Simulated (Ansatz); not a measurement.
Formation energy of RbBr

```yaml
crystal:
  lattice:
    - [4.19287, 0.00000, 0.00000]
    - [0.00000, 4.19287, 0.00000]
    - [0.00000, 0.00000, 4.19287]
  atoms:
    - { symbol: Rb, position: [0.00000, 0.00000, 0.00000] }
    - { symbol: Br, position: [0.50000, 0.50000, 0.50000] }
```

The cell comes from a relaxation on PAW files under the same functional, begun from a database entry that needn't be the ground state.

All numbers are PBE results (scalar-relativistic) from Ansatz 0.2.0, with a Γ-centred 7×7×7 k mesh, Fermi–Dirac smearing of 0.02 eV, no spin polarisation. Methods: LAPW: all electrons, basis error target 0.5 meV/atom; PAW: frozen-core files, cutoff 420 eV.

The elements are taken as Br solid Br2, Rb bcc, each relaxed on PAW files under the same functional and computed by the same method as the compound; zero-point and thermal terms are left out. PBE lacks dispersion, which leaves layered or molecular solids underbound, be they references or the compound itself.

Q: What is the formation energy by LAPW, and how far do the other methods lie from it?

A: -1.715 eV/atom; PAW -0.1 meV/atom. The compound is bound against these elements; other compounds of the system weren't compared.

Q: Give the LAPW value for one formula unit in kJ/mol.

A: -1.715 eV/atom × 2 atoms × 96.485 kJ/(mol·eV) = -330.9 kJ/mol, at zero temperature and without zero-point motion.
